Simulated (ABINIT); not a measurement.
Runs of ABINIT 10.8.3 (patched build) on CdSe. The structure is cubic, space group F-43m (No. 216). The conventional cell has a = 6.141 Å, b = 6.141 Å, c = 6.141 Å, α = 90.00°, β = 90.00°, γ = 90.00°. Cd (site symmetry -43m) has 4 Se at 2.66 Å as nearest neighbours. Se (site symmetry -43m) is surrounded by 4 Cd at 2.66 Å. Measurements of this composition are mostly on another form, of space group No. 186.

```csv
task,level,potentials or basis,k mesh,cutoff (eV),smearing,fine-grid cutoff,most SCF steps,gap on the mesh (eV),pressure (GPa)
band structure,r2SCAN,JTH PAW PBE v2.0,5 × 5 × 5,707,fermi-dirac 0.05 eV,1306.15 eV,-,1.01,(b)
band structure,r2SCAN,Ansatz NC r2SCAN,5 × 5 × 5,1578,fermi-dirac 0.05 eV,-,-,1.03,-0.2
single point,PBE0,SG15 NC PBE v1.2,6 × 6 × 6,490,fixed,-,60,(a),-0.4
band structure,r2SCAN,"Ansatz PAW PBE default generated set, frozen core",5 × 5 × 5,490,fermi-dirac 0.05 eV,979.61 eV,-,1.03,-0.2
band structure,r2SCAN,PseudoDojo NC SR PBE v0.4.1 standard,5 × 5 × 5,1742,fermi-dirac 0.05 eV,-,-,0.91,-0.8
```

Alike in all rows: no spin polarisation; cell as given.

Question: Estimate the missing entries.

Answer: (a) 1.90; (b) -0.3.

Caveats: the PAW data sets were made with another functional, which shifts forces and pressure a little (some runs); the potentials were made for another functional, which shifts forces and pressure (some runs); the atomic spheres overlap (some runs); a meta-GGA on potentials with a model core is unreliable (some runs).

A k mesh can miss the band edges, and the runs leave out spin-orbit coupling on Cd, Se.

The runs don't all hold the same shells in valence.

Runs at the PBE level aren't shown here.
